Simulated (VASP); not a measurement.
Wanted: the native input for a VASP 6.6.1 run.

```
Task                   : relaxation of cell and atoms
Functional             : PBE
Dispersion             : D4
Potentials or basis    : VASP PAW PBE potentials, release 64 (Ti_sv, C)
Cutoff                 : 600 eV
k mesh                 : 10 × 10 × 10
Occupations            : fermi-dirac, width 0.05 eV
Spin                   : no spin polarisation
Further INCAR settings : ALGO = Normal; EDIFF = 1e-06; IBRION = 2; EDIFFG = -0.005; NSW = 40; ISIF = 3
```

The structure of TiC lies in POSCAR:

```
TiC
1.0
    3.0420900000      0.0000000000      0.0000000000
   -1.5210400000      2.6345200000      0.0000000000
    0.0000000000      0.0000000000      2.6979700000
Ti C
1 1
Direct
    0.0000000000      0.0000000000      0.5000000000
    0.3333300000      0.6666700000      0.0000000000
```

The cell was built by a generator and needn't be a form met in nature.

These files were run (other wordings do the same):

INCAR

```
SYSTEM = TiC
  ALGO = Normal
  EDIFF = 1E-6
  EDIFFG = -0.005
  ENCUT = 600
  GGA = PE
  IBRION = 2
  ISIF = 3
  ISMEAR = -1
  IVDW = 13
  LASPH = .TRUE.
  LCHARG = .FALSE.
  LREAL = .FALSE.
  LWAVE = .FALSE.
  NELM = 80
  NSW = 40
  PREC = Accurate
  SIGMA = 0.05
```

KPOINTS

```
k-points
0
G
  10 10 10
  0 0 0
```

Potentials or basis: VASP PAW PBE potentials, release 64 (Ti_sv, C).

Launch:

```console
$ cat potpaw_PBE.64/Ti_sv/POTCAR potpaw_PBE.64/C/POTCAR > POTCAR
$ mpirun -np 1 vasp_std > vasp.out
```

It gave:

- Relaxed volume: 10.61 Å³/atom
- Relaxed cell: a = 3.020 Å, b = 3.020 Å, c = 2.686 Å, α = 90.00°, β = 90.00°, γ = 120.00°
- Space group after relaxing (to 0.05 Å): P-6m2 (No. 187)
- Energy gained by relaxing: 2.5 meV/atom
- Ionic steps: 6
- Pressure after relaxing: 0.0 GPa
- Band gap on the k mesh: none (metal or under the smearing width)
- Dispersion energy per atom: -0.261 eV

Caveat: pairwise dispersion overbinds metals, which lowers pressure and volume.

It took 89 s on 1 thread of Intel(R) Xeon(R) Platinum 8488C (Sapphire Rapids), on a shared host, peak memory 0.2 GiB.
